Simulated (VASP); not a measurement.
Write the native input for VASP 6.6.1 that does the following.

```yaml
Task: electric field gradients
Functional: LDA
Potentials_or_basis: VASP PAW LDA potentials, release 64 (Cd, Te)
Cutoff: 520 eV
k_mesh: 10 × 10 × 10
Occupations: fermi-dirac, width 0.08 eV
Spin: no spin polarisation
Dipole_correction: no
Further_INCAR_settings: ALGO = Normal; EDIFF = 1e-08; NBANDS = 16
```

The structure of CdTe lies in POSCAR:

```
CdTe
1.0
    0.0000000000      3.2471758892      3.2471758892
    3.2471758892      0.0000000000      3.2471758892
    3.2471758892      3.2471758892      0.0000000000
Cd Te
1 1
Direct
    0.0000000000      0.0000000000      0.0000000000
    0.7500000000      0.7500000000      0.7500000000
```

The cell isn't the ideal one: functional lda, volume scaled by 1.04, PAW files.

The input as run:

INCAR

```
SYSTEM = CdTe
PREC     = Accurate       ! precision mode
ENCUT    = 520            ! plane-wave cutoff, eV
EDIFF    = 1E-8           ! SCF threshold, eV
ISMEAR   = -1             ! smearing method
SIGMA    = 0.08           ! smearing width, eV
LREAL    = .False.        ! projectors in reciprocal space
LASPH    = .True.         ! aspherical terms in the spheres
NELM     = 100            ! most SCF steps
ALGO     = Normal         ! electronic algorithm
ISIF     = 2              ! what is computed and relaxed
LWAVE    = .False.        ! write WAVECAR
LCHARG   = .False.        ! write CHGCAR
LEFG     = .True.       
NBANDS   = 16             ! bands
```

KPOINTS

```
regular mesh
0
Gamma
  10 10 10
  0 0 0
```

Potentials or basis: VASP PAW LDA potentials, release 64 (Cd, Te).

Launch:

```sh
$ cat potpaw_LDA.64/Cd/POTCAR potpaw_LDA.64/Te/POTCAR > POTCAR
$ mpirun -np 1 vasp_std > vasp.out
```

Results of the run:

```yaml
Pressure: -1.4 GPa
Band_gap_on_the_k_mesh: 0.53 eV, direct
```

Caveat: spin-orbit coupling is left out, which moves the levels of the heavy elements.

Run time: 30 s on 1 thread of AMD EPYC 9R45 96-Core Processor (Zen 5), on a shared host, peak memory 0.17 GiB.
